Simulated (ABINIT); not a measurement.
# Ag in ABINIT: convergence with pawecutdg

The system is Ag.

```
Ag
1.0
    -0.00622    2.03863    2.06720
     2.01497    0.04695    2.01403
     2.08560    2.05608   -0.02368
Ag
1
Cartesian
  0.0358 -0.0156 0.0623
```

The cell isn't the ideal one: cell strained at random at fixed volume.

| Property | Result |
| --- | --- |
| Program | ABINIT 10.8.3 (patched build) |
| Task | single point |
| Functional | r2SCAN |
| Potentials or basis | JTH PAW PBE v2.0 |
| Cutoff | 544 eV |
| k mesh | 8 × 8 × 8 |
| Occupations | fermi-dirac, width 0.05 eV |
| Spin | no spin polarisation |

These are the settings of the first run; the series varies pawecutdg, with any setting tied to it.

Hardware: 1 thread of Arm Neoverse V2 (shared host).

| pawecutdg | energy less the tightest run, at zero smearing (meV/atom) | pressure (GPa) | SCF cycles | CPU time (s) | peak memory (GiB) |
| --- | --- | --- | --- | --- | --- |
| 20.6 | -81.08 | 11.44 | 7 | 76 | 0.14 |
| 24 | -32.54 | 0.53 | 8 | 83 | 0.14 |
| 30 | -50.89 | 5.84 | 8 | 84 | 0.15 |
| 36 | -3.05 | 2.35 | 8 | 84 | 0.15 |
| 44 | -10.59 | 3.21 | 8 | 83 | 0.16 |
| 54 | -1.27 | 2.28 | 8 | 84 | 0.16 |
| 66 | 0.00 | 2.56 | 8 | 84 | 0.18 |

Not settled before the last step: the energy (to 1 meV/atom), the pressure (to 0.1 GPa). The tightest run that finished is the yardstick and may itself not be fully converged.

Caveat, for the tightest run too: the PAW data sets were made with another functional, which shifts forces and pressure a little.
